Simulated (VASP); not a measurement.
A run of VASP 6.6.1:

INCAR

```
PREC = Accurate ; ENCUT = 600
EDIFF = 1E-7 ; ISMEAR = 1
SIGMA = 0.1 ; LREAL = F
LASPH = T ; NELM = 80
ALGO = Normal ; ISIF = 2
LWAVE = F ; LCHARG = F
METAGGA = R2SCAN ; LMIXTAU = T
IBRION = 2 ; NSW = 40
EDIFFG = -0.01
```

Contents of KPOINTS:

```
Automatic mesh
0
Gamma
  16 16 16
```

File POSCAR:

```
Si                                      
1.0
    0.0000000000      1.9181594798      1.9181594798
    1.9181594798      0.0000000000      1.9181594798
    1.9181594798      1.9181594798      0.0000000000
  Si            
     1
Direct
     0.0000000000000000    0.0000000000000000    0.0000000000000000
```

Potentials or basis: VASP PAW PBE potentials, release 64 (Si).

Launch:

```bash
$ cat potpaw_PBE.64/Si/POTCAR > POTCAR
$ mpirun -np 1 vasp_std > vasp.out
```

Hardware: 1 thread of Intel(R) Xeon(R) Platinum 8488C (Sapphire Rapids) (shared host).

Q: Estimate the wall time of this run.

A: Run time: 65 s on 1 thread of Intel(R) Xeon(R) Platinum 8488C (Sapphire Rapids) (shared host), peak memory 0.14 GiB. Counts: scf iterations 20, k points 145, ion steps 1.
